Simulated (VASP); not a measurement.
Here is a VASP 6.6.1 calculation.

Contents of INCAR:

```
  PREC = Accurate
  ENCUT = 520
  EDIFF = 1E-6
  ISMEAR = -1
  SIGMA = 0.02
  LREAL = Auto
  LASPH = True
  NELM = 100
  ALGO = Normal
  ISIF = 2
  LWAVE = False
  LCHARG = False
  GGA = PS
  NBANDS = 72
```

Contents of KPOINTS:

```
regular mesh
0
Gamma
  1 1 1
```

Contents of POSCAR:

```
H3C2N
1.0
    8.0517480000      0.0000000000      0.0000000000
    0.0000000000      8.0517480000      0.0000000000
    0.0000000000      0.0000000000      8.0517480000
C N H
12 6 18
Direct
    0.2157047141      0.9518926822      0.6576584364
    0.2412395420      1.1068031439      0.7392680447
    0.4026454877      0.5759743102      0.8904277680
    0.3791474845      0.5777503220      0.7146274325
    0.6303848556      0.5198001726      0.2921477423
    0.5211787552      0.4022853174      0.2145745247
    0.2491384479      0.9549479194      0.2291924685
    0.1480920665      0.8535662070      0.1207936463
    0.9263951132      0.4247524885      0.8633404821
    0.9138636728      0.2915143395      0.9788433518
    0.8640359832      0.0046697934      0.3858665224
    0.7478997107     -0.0189772457      0.5188562782
    0.2685007032      1.2370233147      0.7904743169
    0.3412923504      0.5858355229      0.5788929311
    0.4325520371      0.2966188212      0.1753532276
    0.0630173721      0.7758439534      0.0280684393
    0.8953832137      0.1932002840      1.0829449705
    0.6421586965     -0.0394200117      0.6174559860
    0.3249480734      0.9288045279      0.5790419670
    0.2181017091      0.8563606313      0.7550658565
    0.1008476669      0.9499179557      0.5786569575
    0.5145466550      0.6445184325      0.9424661577
    0.2916385361      0.6310555174      0.9481792028
    0.4013662623      0.4396809239      0.9269415784
    0.6777534518      0.6237527553      0.2226597256
    0.5870650696      0.5565251173      0.4146801415
    0.7366599153      0.4447233073      0.3198560114
    0.3528798964      1.0131713014      0.1673673841
    0.1805198076      1.0459343735      0.2940727902
    0.3180303209      0.8756111095      0.3187134024
    0.9794146563      0.5313007809      0.9318846044
    1.0011614869      0.4009067348      0.7520354586
    0.7956905755      0.4703699122      0.8433199847
    0.9534203008     -0.0916446963      0.3751483529
    0.8133140779      0.0354332997      0.2667867897
    0.9271651323      0.1241966341      0.4110908588
```

Potentials or basis: VASP PAW PBE potentials, release 64 (C, N, H).

Command:

```console
$ cat potpaw_PBE.64/C/POTCAR potpaw_PBE.64/N/POTCAR potpaw_PBE.64/H/POTCAR > POTCAR
$ mpirun -np 1 vasp_gam > vasp.out
```

Predict the pressure.

1.6 GPa.

Estimate the band gap on the k mesh.

6.17 eV, direct.

Forces on the atoms (eV/Å):
```
C   -0.060 -0.318 -0.175
C   -0.339 -0.918 -1.115
C    0.629 -0.792  0.890
C    0.823  0.399  3.277
C    0.146 -0.604  0.298
C    0.195  0.920  0.726
C    1.008 -2.004 -0.225
C   -1.363 -0.823 -1.517
C   -0.951  1.065  0.384
C    0.059 -0.309  0.169
C   -0.112  1.569  1.356
C   -1.522 -0.566  0.464
N    0.239  1.604  0.989
N   -0.748  0.106 -3.694
N   -0.582 -0.832 -0.487
N    1.559  1.302  1.762
N    0.085 -0.090 -0.114
N    0.954  0.166 -0.657
H    0.056 -0.063 -0.032
H   -0.443 -0.325 -0.201
H    0.557 -0.076  0.715
H   -0.680 -0.545 -0.778
H   -0.083  0.027  0.032
H    0.166  0.963 -0.086
H   -0.163  0.579 -0.654
H   -0.664  0.342  0.217
H    1.257 -0.536  0.191
H    0.188  0.694 -0.838
H   -0.810  1.093  0.573
H   -0.511 -0.171  0.119
H    0.381  0.059 -0.100
H   -0.170 -0.122 -0.054
H    0.600 -0.401 -0.547
H    0.756 -1.053 -0.081
H   -0.812 -0.198 -0.930
H    0.354 -0.141  0.124
```

Caveat: the standard files for N, O and F lose accuracy on very short bonds; the PAW data sets were made with another functional, which shifts forces and pressure a little.
